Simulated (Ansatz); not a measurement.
# HgTe (Coloradoite) (F-43m) in Ansatz: further runs, part 2 of 2

Ansatz 0.2.0. Earlier steps stand in the parts before.

### 4 Relaxation of cell and atoms, BLYP+D3(BJ)

Input file input.yaml:

```yaml
crystal:
  lattice:
    - [0.0, 3.2145, 3.2145]
    - [3.2145, 0.0, 3.2145]
    - [3.2145, 3.2145, 0.0]
  atoms:
    - { symbol: Hg, position: [0.0, 0.0, 0.0] }
    - { symbol: Te, position: [0.75, 0.75, 0.75] }
kpoints:
  mp_grid: { grid: [7, 7, 7] }
scf:
  occupations: { method: fermi_dirac, width: 0.05 }
hamiltonian:
  xc: blyp
  dispersion: d3bj
  pseudopotentials: { kind: all_electron, lapw: { basis_error: 0.001 } }
output:
  forces: true
  stress: true
relax:
  f_tol: 0.005
  max_steps: 60
  cell: {}
```

Potentials or basis: all-electron LAPW, scalar-relativistic.

On the command line:

```sh
$ ansatz run input.yaml --threads 1 --pin off --max-ram 3072MiB --backend cpu --events-out ev --progress --plain --runs-dir out
```

Standard output:

```text
Warning: RAYON_NUM_THREADS=1 ignored (pool sized by the plan → 1); use --threads N
The last accepted step is kept in <dir> (removed where the run ends without a failure and the disk answers)
LAPW: plane waves up to 8.608 Å⁻¹, error target 1.0e-3 eV per atom; small_component_spin mean_spin; Te in spheres of 1.335 Å, 24 of its electrons in bands, Dirac shells []; Hg in spheres of 1.365 Å, 44 of its electrons in bands, Dirac shells [] (how accurate: hamiltonian.pseudopotentials.lapw.basis_error, Limitations)
Engine: ansatz 0.2.0, aarch64-unknown-linux-gnu
Pseudopotentials: kind: all_electron
Pseudopotential: Hg, LAPW, valence charge 44, lapw/all_electron/scalar/gaussian/Hg, Koelling and Harmon's equation, gaussian nucleus
Pseudopotential: Te, LAPW, valence charge 24, lapw/all_electron/scalar/gaussian/Te, Koelling and Harmon's equation, gaussian nucleus
Functional definition: BLYP
  parameter beta = 0.0042
  parameter a = 0.04918
  parameter b = 0.132
  parameter c = 0.2533
  parameter d = 0.349
  exchange = b88_x(beta = beta)
  correlation = lyp_c(a = a, b = b, c = c, d = d)
Crystal: 2 atoms, lattice volume = 66.431 Å³
Basis set: ecut = 282.3418874030466 eV, 725 PW (Γ), exchange–correlation at level 2
Bands: 41, of which v1, the nominal top of the filled ones, is band 34 counted from 1 (33 counted from 0)
Symmetry: 24 space group operations
Space group: F-43m (ITA 216), of the structure as read, at distance tolerance 4.1e-5 Å
k-points: 20 of 343 (time reversal used)
Non-local potential: Hg, projectors of the file, none
Non-local potential: Te, projectors of the file, none
Initial density: superposition of atomic densities (chi_scale 0.1, normalization cell, long waves kept (reshape's long-wave potential 0.00 eV rms))
Initial wavefunctions: plane waves of lowest kinetic energy (no species holds an atomic orbital)
Functional: x = b88, c = lyp
iter 1 solved again at ethr=6.72e-4 eV; its pass at ethr=1.00e-1 eV (dr2=4.57e-1 eV) is discarded
SCF iter   1: F=—  HF=-718760.932075 eV  |F-HF|=—  |Δ(HF+E_count)|=         —  Δρ=1.88e-2  dr2=4.58e-1  ethr=6.72e-4  ⟨swp⟩=2.1  Hψ=5102  notcnv=0
[... 44 lines left out ...]
SCF iter   3: F=—  HF=-718760.769768 eV  |F-HF|=—  |Δ(HF+E_count)|=   7.86e-8  Δρ=1.21e-5  dr2=2.60e-7  ethr=1.15e-9  ⟨swp⟩=2.0  Hψ=2381  notcnv=0
iter 4 solved again at ethr=7.12e-12 eV; its pass at ethr=3.83e-10 eV (dr2=4.84e-9 eV) is discarded
SCF iter   4: F=-718760.769768 eV  HF=-718760.769768 eV  |F-HF|=4.89e-9  |Δ(HF+E_count)|=   3.86e-8  Δρ=1.99e-6  dr2=4.83e-9  ethr=7.12e-12  ⟨swp⟩=2.0  Hψ=4083  notcnv=0
SCF 4 converged in 4 iterations: F = -718760.769768 eV  dr2 = 4.83e-9
relax step   4: F+E_penalty+E_count = -718760.76976840 eV  Δ(F+E_penalty+E_count) = -2.009e-4 eV  max|allowed force component| = 3.585e-17 eV/Å  Δτ_max = 0.0000 Å  P = +0.016 GPa  Ω = 70.773 Å³  (4 SCF iters, accepted)
iter 1 solved again at ethr=6.98e-12 eV; its pass at ethr=1.00e-1 eV (dr2=4.74e-9 eV) is discarded
SCF iter   1: F=—  HF=-718760.769768 eV  |F-HF|=—  |Δ(HF+E_count)|=         —  Δρ=1.98e-6  dr2=4.74e-9  ethr=7.95e-12 (applied; sched 6.98e-12)  ⟨swp⟩=4.4  Hψ=4072  notcnv=0
SCF iter   2: F=-718760.769769 eV  HF=-718760.769769 eV  |F-HF|=3.84e-9  |Δ(HF+E_count)|=   2.60e-7  Δρ=1.38e-6  dr2=2.71e-9  ethr=9.06e-12 (applied; sched 6.98e-12)  ⟨swp⟩=2.9  Hψ=2408  notcnv=0
SCF 5 converged in 2 iterations: F = -718760.769769 eV  dr2 = 2.71e-9
relax step   5: F+E_penalty+E_count = -718760.76976862 eV  Δ(F+E_penalty+E_count) = -2.282e-7 eV  max|allowed force component| = 2.082e-17 eV/Å  Δτ_max = 0.0000 Å  P = +0.016 GPa  Ω = 70.773 Å³  stress off target by 1.57e-2 GPa  SCF on the basis re-selected at this cell (its energy is not comparable with the rows above)  (2 SCF iters)
basis re-selected at this cell: Δ(F+E_penalty+E_count) = -2.282e-7 eV, ΔP = +0.000 GPa vs the last step (what re-selecting the basis moved, after the strain that the cell walked since its last selection, with what the two solves' SCF thresholds leave and, on support functions, any second-order correction that the steps lacked; it is no measure of the basis error at this ecutwfc). This SCF's stress stands 1.57e-2 GPa from its target on what of the cell is left free (relax.cell.stress_tol is 5.00e-2 GPa) and its largest allowed force component is 2.08e-17 eV/Å (relax.f_tol is 5.00e-3 eV/Å): within both
SCF converged after 2 iterations
Free energy (F): -718760.769769 eV
Harris-Foulkes:  -718760.769769 eV  (|F-HF|=3.84e-9)
Internal energy: -718760.768997 eV  (E = F + TS)
E sigma→0 (E₀):  -718760.769383 eV
Entropy (-TS):   -0.000771 eV (-0.386 meV/atom)
Fermi energy:    10.429908 eV
--- Per-component energies (eV) ---
  E_band       = -6091.255307
  E_kinetic    = 806074.752324
  E_xc         = -14972.093054
  E_electrostatic = -1509861.867712  (all electrons and nuclei)
  E_disp       = -1.560555  (pairwise vdW)
  E_smearing   = -0.000771  (= −TS)
  E_closure    = 0.000000  (closes the sum)
  E_atoms      = -718756.665701  (free atoms, spherical and without spin; not in F)
  Σ components = -718760.769769   (vs F -718760.769769, Δ=0.00e0)
  Basis errors (estimates in eV, not in F): energy 4.3e-4 per atom: plane waves 4.1e-4 (2.4e-4 summed), levels above the bands 4.4e-77, relativity 1.2e-7, radial functions 2.5e-5, core shells 2.0e-8; eigenvalues (radial functions only) 3.2e-7; not estimated: angular momenta, meshes, grids; target (lapw.basis_error) 1.0e-3; muffin-tin radii Te 1.363 Å, Hg 1.394 Å
--- Forces (eV/Å), atoms counted from 1 ---
  atom   1  Hg    -0.00000000    -0.00000000    -0.00000000
  atom   2  Te     0.00000000     0.00000000     0.00000000
  max |Σ_I F_I| component: 1.85e-17 eV/Å
--- Stress (GPa, compression-positive) ---
        0.015689      -0.000000      -0.000000
       -0.000000       0.015689       0.000000
       -0.000000       0.000000       0.015689
  P = ⅓ Tr σ = 0.0157 GPa (0.157 kbar)
--- Relaxed structure (4 steps of the walk, 4 accepted, 1 SCFs on fresh bases) ---
  F+E_penalty+E_count = -718760.76976862 eV   max|allowed force component| = 2.082e-17 eV/Å   (the final SCF, on the basis selected at the relaxed cell)
  cell:  # Å, volume = 70.7727 Å³
    - [-5.095372032895584e-35, 3.2830584874894257, 3.2830584874894257]
    - [3.2830584874894257, 6.012538998816795e-33, 3.2830584874894257]
    - [3.2830584874894257, 3.2830584874894257, 3.617714143355869e-33]
  atoms:
    - { symbol: Hg, position: [-1.4878600182179608e-33, 1.4479174673933175e-33, 1.2881472640947446e-33] }
    - { symbol: Te, position: [0.7499999999999999, 0.7499999999999999, 0.7499999999999999] }
```

Wall time 57 s (1 thread of Arm Neoverse V2, shared host); peak memory 0.33 GiB.

What came out:

```yaml
Free_energy: -718760.7698 eV
Relaxed_volume: 35.39 Å³/atom
Relaxed_cell: a = 4.643 Å, b = 4.643 Å, c = 4.643 Å, α = 60.00°, β = 60.00°, γ = 60.00°
Space_group_after_relaxing_to_0.05_Å: F-43m (No. 216)
Energy_gained_by_relaxing: 18.5 meV/atom
Ionic_steps: 5
Pressure_after_relaxing: 0.0 GPa
```

Step by step:
| step | energy change (eV) | largest force (eV/Å) | volume (Å³) |
| --- | --- | --- | --- |
| 1 | 0.0000 | 0.0000 | 66.43 |
| 2 | -0.0259 | 0.0000 | 73.46 |
| 3 | -0.0369 | 0.0000 | 71.15 |
| 4 | -0.0371 | 0.0000 | 70.77 |
| 5 | -0.0371 | 0.0000 | 70.77 |

Final structure:
```cif
data_structure
_symmetry_space_group_name_H-M 'P 1'
_symmetry_Int_Tables_number 1
_cell_length_a 4.6429
_cell_length_b 4.6429
_cell_length_c 4.6429
_cell_angle_alpha 60.000
_cell_angle_beta 60.000
_cell_angle_gamma 60.000
_cell_volume 70.77
loop_
_atom_site_label
_atom_site_type_symbol
_atom_site_fract_x
_atom_site_fract_y
_atom_site_fract_z
_atom_site_occupancy
Hg1 Hg 0.00000 0.00000 0.00000 1
Te1 Te 0.75000 0.75000 0.75000 1
```

The run has no spin-orbit coupling, so splittings on Hg, Te are missing. Zero-point motion and thermal expansion aren't in these numbers.

### 5 Relaxation of cell and atoms, revPBE+D3(BJ)

Changes to input.yaml since step 4:

```diff
@@ -13,3 +13,3 @@
 hamiltonian:
-  xc: blyp
+  xc: revpbe
   dispersion: d3bj
@@ -20,3 +20,3 @@
 relax:
-  f_tol: 0.005
+  f_tol: 0.02
   max_steps: 60
```

Potentials or basis: all-electron LAPW, scalar-relativistic.

On the command line:

```sh
$ ansatz run input.yaml --threads 1 --pin off --max-ram 3072MiB --backend cpu --events-out ev --progress --plain --runs-dir out
```

Standard output:

```text
Warning: RAYON_NUM_THREADS=1 ignored (pool sized by the plan → 1); use --threads N
The last accepted step is kept in <dir> (removed where the run ends without a failure and the disk answers)
LAPW: plane waves up to 8.606 Å⁻¹, error target 1.0e-3 eV per atom; small_component_spin mean_spin; Te in spheres of 1.334 Å, 24 of its electrons in bands, Dirac shells []; Hg in spheres of 1.366 Å, 44 of its electrons in bands, Dirac shells [] (how accurate: hamiltonian.pseudopotentials.lapw.basis_error, Limitations)
Engine: ansatz 0.2.0, aarch64-unknown-linux-gnu
Pseudopotentials: kind: all_electron
Pseudopotential: Hg, LAPW, valence charge 44, lapw/all_electron/scalar/gaussian/Hg, Koelling and Harmon's equation, gaussian nucleus
Pseudopotential: Te, LAPW, valence charge 24, lapw/all_electron/scalar/gaussian/Te, Koelling and Harmon's equation, gaussian nucleus
Functional definition: revPBE
  parameter kappa = 1.245
  parameter beta = 0.06672455060314922
  exchange = pbe_x(kappa = kappa, mu = beta*pi^2/3)
  correlation = pbe_c(beta = beta)
Crystal: 2 atoms, lattice volume = 66.431 Å³
[... 74 lines left out ...]
  E_electrostatic = -1509803.454882  (all electrons and nuclei)
  E_disp       = -1.323553  (pairwise vdW)
  E_smearing   = -0.000737  (= −TS)
  E_closure    = 0.000000  (closes the sum)
  E_atoms      = -718728.290663  (free atoms, spherical and without spin; not in F)
  Σ components = -718732.576188   (vs F -718732.576188, Δ=0.00e0)
  Basis errors (estimates in eV, not in F): energy 4.2e-4 per atom: plane waves 3.9e-4 (2.3e-4 summed), levels above the bands 1.0e-76, relativity 2.6e-8, radial functions 2.7e-5, core shells 2.5e-8; eigenvalues (radial functions only) 3.3e-7; not estimated: angular momenta, meshes, grids; target (lapw.basis_error) 1.0e-3; muffin-tin radii Te 1.353 Å, Hg 1.385 Å
--- Forces (eV/Å), atoms counted from 1 ---
  atom   1  Hg    -0.00000000    -0.00000000    -0.00000000
  atom   2  Te     0.00000000     0.00000000     0.00000000
  max |Σ_I F_I| component: 1.62e-17 eV/Å
--- Stress (GPa, compression-positive) ---
       -0.003314      -0.000000      -0.000000
       -0.000000      -0.003314       0.000000
       -0.000000       0.000000      -0.003314
  P = ⅓ Tr σ = -0.0033 GPa (-0.033 kbar)
--- Relaxed structure (4 steps of the walk, 4 accepted, 1 SCFs on fresh bases) ---
  F+E_penalty+E_count = -718732.57618829 eV   max|allowed force component| = 7.517e-17 eV/Å   (the final SCF, on the basis selected at the relaxed cell)
  cell:  # Å, volume = 69.1939 Å³
    - [4.5061064228026015e-35, 3.2584613829619213, 3.2584613829619213]
    - [3.2584613829619213, 1.777248965368765e-33, 3.2584613829619213]
    - [3.2584613829619213, 3.2584613829619213, 1.0384200412833265e-33]
  atoms:
    - { symbol: Hg, position: [-9.561248103648977e-34, 9.760960857772193e-34, 4.967854758815003e-34] }
    - { symbol: Te, position: [0.7499999999999999, 0.7499999999999999, 0.7499999999999999] }
```

Run time: 51 s. Hardware: 1 thread of Arm Neoverse V2, shared host; peak memory 0.33 GiB.

Results:

```
Free energy                            : -718732.5762 eV
Relaxed volume                         : 34.60 Å³/atom
Relaxed cell                           : a = 4.608 Å, b = 4.608 Å, c = 4.608 Å, α = 60.00°, β = 60.00°, γ = 60.00°
Space group after relaxing (to 0.05 Å) : F-43m (No. 216)
Energy gained by relaxing              : 7.6 meV/atom
Ionic steps                            : 5
Pressure after relaxing                : 0.0 GPa
```

The path:
```tsv
step	energy change (eV)	largest force (eV/Å)	volume (Å³)
1	0.0000	0.0000	66.43
2	-0.0104	0.0000	70.85
3	-0.0152	0.0000	69.33
4	-0.0152	0.0000	69.19
5	-0.0152	0.0000	69.19
```

Final structure:
```xyz
2
Lattice="0.0000 3.2585 3.2585 3.2585 0.0000 3.2585 3.2585 3.2585 0.0000" Properties=species:S:1:pos:R:3 pbc="T T T"
Hg    0.0000    0.0000    0.0000
Te    4.8877    4.8877    4.8877
```

The run has no spin-orbit coupling, so splittings on Hg, Te are missing. Zero-point motion and thermal expansion aren't in these numbers.

### 6 Summary

| task | level | cell | k mesh | cutoff (eV) | smearing | basis error allowed | gap on the mesh (eV) | pressure (GPa) | relaxed volume (Å³/atom) |
| --- | --- | --- | --- | --- | --- | --- | --- | --- | --- |
| single point | PBE | as given | 5 × 5 × 5 | 242 | fermi-dirac 0.04 eV | 0.002 eV/atom | none | 4.7 | - |
| single point | PBE | as given | 7 × 7 × 7 | 262 | gaussian 0.012 eV | 0.001 eV/atom | none | 4.6 | - |
| relaxation of cell and atoms | BLYP+D3(BJ) | relaxed | 7 × 7 × 7 | - | fermi-dirac 0.05 eV | 0.001 eV/atom | - | 0.0 | 35.39 |
| relaxation of cell and atoms | revPBE+D3(BJ) | relaxed | 7 × 7 × 7 | - | fermi-dirac 0.05 eV | 0.001 eV/atom | - | 0.0 | 34.60 |

Alike in all rows: potentials or basis all-electron LAPW, scalar-relativistic; no spin polarisation.

Caveats: the k mesh is thin for a metal, which can move the energy by tens of meV per atom (some runs).

Compare energies only between runs with the same functional and basis.
